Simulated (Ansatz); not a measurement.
Runs of Ansatz 0.2.0 on CdSe (Cadmoselite). It takes space group P6_3mc (No. 186, hexagonal). The conventional cell has a = 4.300 Å, b = 4.300 Å, c = 7.020 Å, α = 90.00°, β = 90.00°, γ = 120.00°. Around Cd (site symmetry 3m) lie 4 Se at 2.61 to 2.70 Å. Se (site symmetry 3m) has 4 Cd at 2.61 to 2.70 Å as nearest neighbours. 

| task | level | potentials or basis | spin | cell | cutoff (eV) | points for each segment of the path | gap on the mesh (eV) | pressure (GPa) | V0 of scaled cells (Å³/atom) | relaxed volume (Å³/atom) | B0 (GPa) | largest force (eV/Å) |
| --- | --- | --- | --- | --- | --- | --- | --- | --- | --- | --- | --- | --- |
| relaxation of cell and atoms | RPBE | Ansatz PAW | off | relaxed | 420 | - | 0.62 | 0.0 | - | (a) | - | - |
| band structure | SVWN5 | Ansatz PAW | off | as given | 420 | 14 | 0.43 | -1.8 | - | - | - | 0.25 |
| equation of state | PBEsol | Ansatz PAW | SOC, no magnetisation | as given | 420 | - | - | - | 28.17 | - | 52 | - |
| band structure | LDA | Ansatz PAW | SOC, no magnetisation | as given | 420 | 14 | (b) | -1.8 | - | - | - | 0.25 |
| relaxation of cell and atoms | r2SCAN+D4 | Ansatz PAW | off | relaxed | 500 | - | 1.13 | 0.0 | - | 28.54 | - | - |
| equation of state | LDA | PseudoDojo LDA | off | as given | 1388 | - | - | - | 27.20 | - | 58 | - |
| equation of state | revPBE+D3(BJ) | Ansatz PAW | off | as given | 420 | - | - | - | 28.30 | - | 50 | - |
| relaxation of cell and atoms | rPW86-PBE+rVV10 | Ansatz PAW | off | relaxed | 420 | - | 0.25 | 0.0 | - | 29.93 | - | - |

Alike in all rows: k mesh 7 × 7 × 4; smearing fermi-dirac 0.05 eV.

Task: Fill in the values left out.

Result: (a) 31.04; (b) 0.31.

Caveats: the PAW data sets come from PBE, with cores solved anew for the run's functional, which leaves a small shift of forces and pressure (some runs); odd divisions of the mesh miss points on the zone boundary, where band edges often lie, so the gap on the mesh can be too wide (some runs); the plane-wave basis is chosen anew once the cell has moved, so the energies of steps on either side of that aren't comparable (some runs); the cell was scaled at fixed shape and fractional positions, which overstates the stiffness of a crystal with free parameters, most of all of layers and chains (some runs); the volume moved by +10 % from the deposited cell, more than functionals usually miss (some runs); the potentials were made for another functional, which shifts forces and pressure (some runs).

A k mesh can miss the band edges, and rows without SOC leave out spin-orbit coupling on Cd, Se.

Runs at the PBE level aren't shown here.
